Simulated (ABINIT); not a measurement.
# Hf (P6_3/mmc) in ABINIT: further runs, part 2 of 2

ABINIT 10.8.3 (patched build).

### 3 Optical spectrum, PBE

run.abi reads:

```
# Datasets
ndtset 3

# Pseudopotentials
pp_dirpath "./"
pseudos "Hf.upf"

# Structure
acell 3*1.0
rprim
     6.0408875026     0.0000000000     0.0000000000
    -3.0204437513     5.2315620387     0.0000000000
     0.0000000000     0.0000000000     9.5578567931
ntypat 1
znucl 72
natom 2
typat 1 1
xred
            2/3            1/3            3/4
            1/3            2/3            1/4

# Plane-wave basis
ecut 26.0

# k points
ngkpt 16 16 8
nshiftk 1
shiftk 0.0 0.0 0.5
istwfk *1

# Exchange and correlation
ixc 11

# Bands and occupations
occopt 7
tsmear 0.00734986

# SCF cycle
nstep 80

# Output
iomode 3
prteig 0
prtebands 0

# Dataset 1: ground state
nband1 16
tolvrs1 1.0e-12
prtden1 1
prtwf1 0
kptopt1 1

# Dataset 2: empty bands at fixed density
iscf2 -3
getden2 1
nband2 24
nbdbuf2 4
tolwfr2 1.0e-12
nstep2 120
prtden2 0
kptopt2 1

# Dataset 3: wave functions and velocity matrix elements in the full zone
optdriver3 8
wfk_task3 "wfk_optics_fullbz"
getwfk3 2
nband3 20
kptopt3 1
prtevk3 1
inclvkb3 2
```

optic.abi reads:

```
&FILES
 ddkfile_1 = 'runo_DS3_1_EVK.nc',
 ddkfile_2 = 'runo_DS3_2_EVK.nc',
 ddkfile_3 = 'runo_DS3_3_EVK.nc',
 wfkfile = 'runo_DS3_WFK.nc'
/
&PARAMETERS
 broadening = 0.001837,
 domega = 0.002,
 maxomega = 0.8,
 scissor = 0.000000,
 tolerance = 0.002
/
&COMPUTATIONS
 num_lin_comp = 2,
 lin_comp = 11,33,
 num_nonlin_comp = 0
/
```

Potentials or basis: PseudoDojo NC SR PBE v0.4.1 standard.

Launch:

```bash
$ abinit run.abi > log 2>&1
$ optic optic.abi > optic.log 2>&1
```

run.abo:

```text
.Version 10.8.3 of ABINIT
 DATASET    1 : space group P6_3/m m c (#194); Bravais hP (primitive hexag.)
================================================================================
 Values of the parameters that define the memory need for DATASET  1.
     intxc =       0    ionmov =       0      iscf =       7    lmnmax =       8
     lnmax =       8     mgfft =      45  mpssoang =       4    mqgrid =    3001
     natom =       2  nloc_mem =       1    nspden =       1   nspinor =       1
    nsppol =       1      nsym =      24    n1xccc =    2501    ntypat =       1
    occopt =       7   xclevel =       2
       mpw =        1926          nfft =       40500          nkpt =         120
================================================================================
================================================================================
[... 13 lines left out ...]
 DATASET    3 : space group P6_3/m m c (#194); Bravais hP (primitive hexag.)
================================================================================
 Values of the parameters that define the memory need for DATASET  3.
     intxc =       0    ionmov =       0      iscf =       7    lmnmax =       8
     lnmax =       8     mgfft =      45  mpssoang =       4    mqgrid =    3001
     natom =       2  nloc_mem =       1    nspden =       1   nspinor =       1
    nsppol =       1      nsym =      24    n1xccc =    2501    ntypat =       1
    occopt =       7   xclevel =       2
       mpw =        1926          nfft =       40500          nkpt =         120
================================================================================
================================================================================

[... 388 lines left out ...]

 Computation of velocity matrix elements (DDK)

 Parameters extracted from the Abinit header:
    ecut:     26.0
    nkpt:    2048
    mband:   24
    nsppol:  1
    nspinor: 1
    useylm:  0
    inclvkb: 2
    bmin: 1, bmax: 24
    Computing diagonal and off-diagonal matrix elements
    Between band index bmin: 1, bmax: 24

== END DATASET(S) ==============================================================
================================================================================

 -outvars: echo values of variables after computation  --------
            acell      1.0000000000E+00  1.0000000000E+00  1.0000000000E+00 Bohr
           etotal1    -1.1282777948E+02
           etotal2    -1.1282777948E+02
           etotal3     0.0000000000E+00
            fcart1     3.3430252037E-29  1.9300965012E-29  1.1539276088E-25
                      -3.3430252037E-29 -1.9300965012E-29 -1.1539276088E-25
            fcart3     0.0000000000E+00  0.0000000000E+00  0.0000000000E+00
                       0.0000000000E+00  0.0000000000E+00  0.0000000000E+00
            rprim      6.0408875026E+00  0.0000000000E+00  0.0000000000E+00
                      -3.0204437513E+00  5.2315620387E+00  0.0000000000E+00
                       0.0000000000E+00  0.0000000000E+00  9.5578567931E+00
           strten1    -1.7837902866E-05 -1.7837903062E-05 -1.8297812983E-05
                       0.0000000000E+00  0.0000000000E+00  0.0000000000E+00
           strten3     0.0000000000E+00  0.0000000000E+00  0.0000000000E+00
                       0.0000000000E+00  0.0000000000E+00  0.0000000000E+00
           xangst      1.5983499989E+00  9.2280780214E-01  3.7933499974E+00
                       1.9183130760E-17  1.8456156043E+00  1.2644499991E+00
             xred      6.6666666667E-01  3.3333333333E-01  7.5000000000E-01
                       3.3333333333E-01  6.6666666667E-01  2.5000000000E-01
 Calculation completed.
```

optic_0001_0001-linopt.out:

```text
#calculated the component:  1  1  of dielectric function
 #broadening:    0.000000E+00    1.837000E-03
 #scissors shift:    0.000000E+00
 #energy window:    7.736240E+01eV    2.843016E+00Ha
 # Energy(eV)         Im(eps(w))
    2.721139E-01    1.329438E+01
    8.163416E-01    3.223316E+01
    1.360569E+00    2.883194E+01
    1.904797E+00    2.806588E+01
    2.449025E+00    2.248579E+01
    2.993252E+00    1.710732E+01
[... 32 lines left out ...]
    2.095277E+01    6.069632E-03
    2.149700E+01    5.502364E-03
[... 169 lines left out ...]
    1.904797E+00    5.499285E-01
    2.449025E+00    5.532537E-01
    2.993252E+00    5.747270E-01
[... 32 lines left out ...]
    2.095277E+01    1.027909E-02
    2.149700E+01    6.403680E-03
 # Energy(eV)         absorption coeff (in 10^6 m-1) = omega Im(eps) / c n(eps)
    1.632683E-01    4.416964E+00
    7.074960E-01    1.123578E+01
    1.251724E+00    3.768301E+01
    1.795951E+00    4.372451E+01
    2.340179E+00    8.762047E+01
    2.884407E+00    1.044911E+02
[... 32 lines left out ...]
    2.084392E+01    8.083020E-01
    2.138815E+01    7.068123E-01
```

Run time: 4.2 min. Hardware: 1 thread of Arm Neoverse V2, shared host; peak memory 1.6 GiB.

Results:

```yaml
Free_energy: -3070.2003 eV
Pressure: 0.5 GPa
```

Dielectric function (mean over the directions given):
```tsv
energy (eV)	real part	imaginary part
0.33	45.12	12.40
0.98	15.17	47.15
1.63	10.94	30.51
2.29	-4.42	28.64
2.94	-6.78	18.03
3.70	-1.23	8.93
4.35	-4.59	9.02
5.01	-0.91	6.84
5.66	-2.11	6.54
6.31	-2.11	6.12
7.08	-2.96	4.33
7.73	-1.53	3.46
8.38	-0.75	2.73
9.03	0.47	2.57
9.69	-1.54	5.10
10.45	-3.03	2.17
11.10	-2.24	1.25
11.76	-1.80	1.01
12.41	-1.24	0.85
13.06	-0.94	0.61
13.82	-0.93	0.56
14.48	-0.55	0.50
15.13	-0.53	0.32
15.78	-0.38	0.19
16.44	-0.12	0.09
17.20	0.06	0.05
17.85	0.21	0.05
18.50	0.33	0.01
19.16	0.44	0.01
19.92	0.54	0.01
```

Caveat: the intraband (Drude) term is left out; spectra need much finer meshes, so this one isn't converged; independent-particle spectra lack excitons.
